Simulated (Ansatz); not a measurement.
Runs of Ansatz 0.2.0 on Cu. Symmetry: P6_3/mmc, No. 194, hexagonal system. Conventional cell: a = 2.534 Å, b = 2.534 Å, c = 4.113 Å, α = 90.00°, β = 90.00°, γ = 120.00°. Around Cu (site symmetry -6m2) lie 12 Cu at 2.52 to 2.53 Å. This isn't the form of Cu at room conditions, which is fcc.

```tsv
task	level	cell	k mesh	cutoff (eV)	smearing	empty bands summed for spectra up to	optics k mesh	broadening	basis error allowed	mesh quality	gap on the mesh (eV)	pressure (GPa)	largest force (eV/Å)
single point	PBEsol	as given	12 × 12 × 7	304	fermi-dirac 0.05 eV	-	-	-	0.001 eV/atom	not flagged	none	-1.4	-
single point	RPBE	as given	12 × 12 × 7	304	gaussian 0.1 eV	-	-	-	0.001 eV/atom	not flagged	none	(b)	-
optical spectrum	PBEsol	cell strained at random at fixed volume	12 × 12 × 7	309	methfessel-paxton 0.2 eV	14 eV	15 × 15 × 8	0.2 eV	0.001 eV/atom	not flagged	none	-	-
single point	PBE	cell strained at random at fixed volume	7 × 7 × 4	286	fermi-dirac 0.02 eV	-	-	-	0.002 eV/atom	coarse	none	6.8	(a)
single point	PBEsol	atoms moved at random, drawn with an rms of 0.05 Å	12 × 12 × 7	321	fermi-dirac 0.05 eV	-	-	-	0.001 eV/atom	not flagged	none	-1.3	0.20
single point	LDA	as given	12 × 12 × 7	304	gaussian 0.05 eV	-	-	-	0.001 eV/atom	not flagged	none	-7.9	-
```

Alike in all rows: potentials or basis all-electron LAPW, scalar-relativistic; no spin polarisation.

Task: Estimate the missing entries.

Result: (a) 0.02; (b) 12.5.

Caveats: some runs use coarse meshes; local fields and the highest empty bands are left out, which lowers the real part by some percent in wide-gap crystals (some runs); spectra need much finer meshes, so this one isn't converged (some runs); independent-particle spectra lack excitons (some runs); the intraband (Drude) part of a metal's response may be missing (some runs); the k mesh is thin for a metal, which can move the energy by tens of meV per atom (some runs).

A gap of «none» marks a metal or a gap under the smearing width.
